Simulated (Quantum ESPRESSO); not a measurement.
# How volume moves the moments of PrTl3, part 2 of 2

Wanted: the trend of the moments of PrTl3 with volume.

Quantum ESPRESSO 7.5; PBEsol; plane waves with SSSP 1.3 efficiency PBE potentials, no spin-orbit coupling.

So far: The starting structure; Volume 0.94, ferro +; Volume 0.94, no spin polarisation; Volume 1.1, ferro +.

**5. What a mistake does**

As a test, an input with a fault in it is run.

Input file pw.in:

```
&CONTROL
  calculation = 'scf'
  prefix = 'pwscf'
  outdir = './tmp'
  pseudo_dir = './pseudo'
  disk_io = 'nowf'
  tprnfor = .true.
  tstress = .true.
/
&SYSTEM
  ibrav = 0
  nat = 4
  ntyp = 2
  input_dft = 'pbe96x'
  ecutwfc = 50
  ecutrho = 400
  nbnd = 36
  occupations = 'smearing'
  smearing = 'fd'
  degauss = 0.00367493
  nspin = 2
  starting_magnetization(1) = 0.1538
  starting_magnetization(2) = 0
/
&ELECTRONS
  conv_thr = 8d-09
  electron_maxstep = 100
  mixing_beta = 0.3
/
ATOMIC_SPECIES
Pr    140.9077 Pr.paw.z_13.atompaw.wentzcovitch.v1.2.upf
Tl    204.3800 Tl_pbe_v1.2.uspp.F.UPF
CELL_PARAMETERS angstrom
   4.7520000000    0.0000000000    0.0000000000
   0.0000000000    4.7520000000    0.0000000000
   0.0000000000    0.0000000000    4.7520000000
ATOMIC_POSITIONS crystal
Pr      0.0000000000    0.0000000000    0.0000000000
Tl      0.0000000000    0.5000000000    0.5000000000
Tl      0.5000000000    0.0000000000    0.5000000000
Tl      0.5000000000    0.5000000000    0.0000000000
K_POINTS automatic
4 4 4 0 0 0
```

Started as:

```
> OMP_NUM_THREADS=1 mpirun -n 2 pw.x -nk 2 -in pw.in > pw.out
```

Output:

```text
[banner, memory and clock lines left out]
Program PWSCF v.7.5 starts

     file Pr.paw.z_13.atompaw.wentzcovitch.v1.2.upf: wavefunction(s)  6S 0P 5D 0D 0F renormalized

     IMPORTANT: XC functional enforced from input :
     Exchange-correlation= PBE96X
                           (   0   0   3   4   0   0   0)
     Any further DFT definition will be discarded
     Please, verify this is what you really want

     Message from routine setup:
     using ibrav=0 with symmetry is DISCOURAGED, use correct ibrav instead

     bravais-lattice index     =            0
     lattice parameter (alat)  =       8.9800  a.u.
     unit-cell volume          =     724.1456 (a.u.)^3
     number of atoms/cell      =            4
     number of atomic types    =            2
     number of electrons       =        52.00
     number of Kohn-Sham states=           36
     kinetic-energy cutoff     =      50.0000  Ry
     charge density cutoff     =     400.0000  Ry
     scf convergence threshold =      8.0E-09
     mixing beta               =       0.3000
     number of iterations used =            8  plain     mixing
     Exchange-correlation= PBE96X
                           (   0   0   3   4   0   0   0)

     [... lines left out ...]
     PseudoPot. # 1 for Pr read from file:
     Pr.paw.z_13.atompaw.wentzcovitch.v1.2.upf
     Pseudo is Projector augmented-wave + core cor, Zval = 13.0

     PseudoPot. # 2 for Tl read from file:
     Tl_pbe_v1.2.uspp.F.UPF
     Pseudo is Ultrasoft + core correction, Zval = 13.0

     atomic species   valence    mass     pseudopotential
     Pr               13.00   140.90770     Pr( 1.00)
     Tl               13.00   204.38000     Tl( 1.00)

     Starting magnetic structure
     atomic species   magnetization
     Pr              0.154
     Tl              0.000

     48 Sym. Ops., with inversion, found

   Cartesian axes

     site n.     atom                  positions (alat units)
         1        Pr     tau(   1) = (   0.0000000   0.0000000   0.0000000  )
         2        Tl     tau(   2) = (   0.0000000   0.5000000   0.5000000  )
         3        Tl     tau(   3) = (   0.5000000   0.0000000   0.5000000  )
         4        Tl     tau(   4) = (   0.5000000   0.5000000   0.0000000  )

     number of k points=    10  Fermi-Dirac smearing, width (Ry)=  0.0037

     Dense  grid:    97713 G-vectors     FFT dimensions: (  60,  60,  60)

     Smooth grid:    34505 G-vectors     FFT dimensions: (  45,  45,  45)

     Generating pointlists ...
     new r_m :   0.2917 (alat units)  2.6193 (a.u.) for type    1
     new r_m :   0.2917 (alat units)  2.6193 (a.u.) for type    2

     Initial potential from superposition of free atoms

     starting charge      51.9780, renormalised to      52.0000

     negative rho (up, down):  7.395E-02 7.414E-02
     Starting wfcs are   59 randomized atomic wfcs
     Checking if some PAW data can be deallocated...

     Self-consistent Calculation

     iteration #  1     ecut=    50.00 Ry     beta= 0.30
     Davidson diagonalization with overlap
     ethr =  1.00E-02,  avg # of iterations =  5.7

     negative rho (up, down):  5.940E-02 5.951E-02

     total energy              =    -342.98505015 Ry
     estimated scf accuracy    <      21.29163984 Ry

     total magnetization       =     0.09 Bohr mag/cell
     absolute magnetization    =     0.09 Bohr mag/cell

     [... further iterations left out ...]

     iteration # 18     ecut=    50.00 Ry     beta= 0.30
     Davidson diagonalization with overlap
     ethr =  5.60E-11,  avg # of iterations =  4.2

     negative rho (up, down):  6.486E-02 6.486E-02

     Magnetic moment per site  (integrated on atomic sphere of radius R)
     atom   1 (R=0.292)  charge= 10.0954  magn=  0.0000
     atom   2 (R=0.292)  charge= 11.4943  magn= -0.0000
     atom   3 (R=0.292)  charge= 11.4943  magn= -0.0000
     atom   4 (R=0.292)  charge= 11.4943  magn= -0.0000

     End of self-consistent calculation

     [... lines left out ...]
     the Fermi energy is    25.5305 ev

!    total energy              =    -345.39611433 Ry
     estimated scf accuracy    <          4.0E-09 Ry
     smearing contrib. (-TS)   =      -0.00131692 Ry
     internal energy E=F+TS    =    -345.39479741 Ry

     The total energy is F=E-TS. E is the sum of the following terms:
     one-electron contribution =     -33.73314248 Ry
     hartree contribution      =      48.65821500 Ry
     xc contribution           =      -1.51022823 Ry
     ewald contribution        =    -345.14188946 Ry
     one-center paw contrib.   =     -13.66775224 Ry

     total magnetization       =     0.00 Bohr mag/cell
     absolute magnetization    =     0.00 Bohr mag/cell

     convergence has been achieved in  18 iterations

     negative rho (up, down):  6.486E-02 6.486E-02

     Forces acting on atoms (cartesian axes, Ry/au):

     atom    1 type  1   force =     0.00000000    0.00000000    0.00000000
     atom    2 type  2   force =     0.00000000    0.00000000    0.00000000
     atom    3 type  2   force =     0.00000000    0.00000000    0.00000000
     atom    4 type  2   force =     0.00000000    0.00000000    0.00000000

     Total force =     0.000000     Total SCF correction =     0.000000

     Computing stress (Cartesian axis) and pressure

     negative rho (up, down):  6.486E-02 6.486E-02
          total   stress  (Ry/bohr**3)                   (kbar)     P=      691.34
   0.00469965   0.00000000   0.00000000          691.34        0.00        0.00
   0.00000000   0.00469965   0.00000000            0.00      691.34        0.00
   0.00000000   0.00000000   0.00469965            0.00        0.00      691.34
```

Elapsed: 1.7 min, on 2 MPI ranks of Arm Neoverse V2, shared host; peak memory 1.1 GiB; 3.4 min of CPU time.

The run converged, but its input is faulty, so its numbers are not to be trusted.

The fault in the input: a mistyped functional, which the program reads as gradient terms without local exchange and correlation.

The two runs compared:

| quantity | this run | same start on sound input | difference |
| --- | --- | --- | --- |
| largest moment (μB) | 0 | 2.2381 | -2.24 |
| magnetization (μB) | 0 | 2.468 | -2.47 |
| absolute magnetization (μB) | 0 | 2.485 | -2.48 |

One result that differs is the largest moment, 0 μB against 2.24 μB.

**6. All points**

The runs not shown differ from these in the moved quantity alone.

States, by row:

| volume | ferro + | no spin polarisation |
| --- | --- | --- |
| 0.94 | ferromagnetic | non-magnetic |
| 0.97 | ferromagnetic | non-magnetic |
| 1 | ferromagnetic | non-magnetic |
| 1.03 | ferromagnetic | non-magnetic |
| 1.06 | ferromagnetic | non-magnetic |
| 1.1 | ferromagnetic | non-magnetic |

Largest site moment, ferro + against volume:

| volume (factor) | largest site moment, ferro + (μB) |
| --- | --- |
| 0.9400 | 2.17 |
| 0.9700 | 2.20 |
| 1.0000 | 2.24 |
| 1.0300 | 2.26 |
| 1.0600 | 2.26 |
| 1.1000 | 2.27 |

Table of energy less that of the parallel start, no spin polarisation by volume:

| volume (factor) | energy less that of the parallel start, no spin polarisation (meV a seeded atom) |
| --- | --- |
| 0.9400 | 480 |
| 0.9700 | 501 |
| 1.0000 | 709 |
| 1.0300 | 729 |
| 1.0600 | 556 |
| 1.1000 | 577 |

Energy over the lowest against volume; values in meV an atom:

| volume (factor) | ferro + | no spin polarisation |
| --- | --- | --- |
| 0.9400 | 57.3 | 177 |
| 0.9700 | 47.5 | 173 |
| 1.0000 | 0 | 177 |
| 1.0300 | 6.83 | 189 |
| 1.0600 | 67.8 | 207 |
| 1.1000 | 93.9 | 238 |

**7. What came out**

```yaml
moment_parallel_start: 2.17 to 2.27 μB
states_met_from_these_starts: ferromagnetic
```

**Reading.** The moment of the parallel start goes from 2.17 μB at 0.94 to 2.27 μB at 1.1. The net moment of the cell goes from 2.41 to 2.5 μB. The radius of the spheres follows the nearest distance, so part of the change of the site moments is the spheres'. The energy against the spinless run jumps between two points, so runs change to another solution there. Only a parallel start was run beside the spinless one, so opposed or spiral orders, which may lie lower, are not probed. Open 4f shells have many stationary orbital fillings, so the state need not be the lowest, and spin-only moments miss the orbital part. Without a U the 4f states are treated as itinerant, which they seldom are. The pseudopotentials were made with another functional, an inconsistency that can move energies.

[Logs and program files are shortened in this print: banners, set-up blocks, solver, clock and traceback lines can be left out without a mark of their own.]

[Logs are printed without paths, hosts, clocks, repeated set-up lines and the standing remarks that a program may print on its own settings, such as how far it seeks lower states.]

[Hosts, paths, dates, database ids (printed as entryN), source tags and the programs' standing remarks are cut or masked in the printed files.]

[Where a cell is said to come from a database of computed structures, the database is the Materials Project.]
